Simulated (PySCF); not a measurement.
Predicted microwave data (CAM-B3LYP/def2-SVPD in PySCF (dipole) on a GFN2-xTB geometry, gas phase) for one isomer of C4H8:

```
Rotational constants : A = 22392, B = 4254, C = 4156 MHz
Dipole components    : |μa| = 0.37 D, |μb| = 0.08 D, |μc| = 0.08 D
Inertial defect      : -19.77 u·Å²
κ                    : -0.99
```

Question: Which candidate fits, each taken in the one conformer that was computed?
A. cyclobutane (`C1CCC1`)
B. methylcyclopropane, `CC1CC1`
C. `[CH2:1]=[CH:2][CH2:3][CH3:4]` with C1–C2–C3–C4 118°
D. trans-2-butene (`C/C=C/C`)

Answer: C. It is C=CCC, a near-prolate asymmetric top, point group C1. The candidates at the same level (rigid rotor, commonest isotopes):

```json
{"SMILES": "C/C=C/C", "A (MHz)": "34969", "B (MHz)": "3782", "C (MHz)": "3563", "μa (D)": "0.00", "μb (D)": "0.00", "μc (D)": "0.00", "Δ (u·Å²)": "-6.24", "point group": "C2h", "rotor": "near-prolate asymmetric top"}
{"SMILES": "CC1CC1", "A (MHz)": "15759", "B (MHz)": "6400", "C (MHz)": "5627", "μa (D)": "0.08", "μb (D)": "0.00", "μc (D)": "0.10", "Δ (u·Å²)": "-21.22", "point group": "Cs", "rotor": "asymmetric top"}
{"SMILES": "C1CCC1", "A (MHz)": "10858", "B (MHz)": "10856", "C (MHz)": "6322", "μa (D)": "0.00", "μb (D)": "0.00", "μc (D)": "0.00", "Δ (u·Å²)": "-13.16", "point group": "D2d", "rotor": "oblate symmetric top"}
{"SMILES": "C=CCC", "A (MHz)": "22392", "B (MHz)": "4254", "C (MHz)": "4156", "μa (D)": "0.37", "μb (D)": "0.08", "μc (D)": "0.08", "Δ (u·Å²)": "-19.77", "point group": "C1", "rotor": "near-prolate asymmetric top"}
```

`C1CCC1` has B 155 % too high; `C/C=C/C` has A 56 % too high; `CC1CC1` has B 50 % too high. No structure here is proved a minimum.
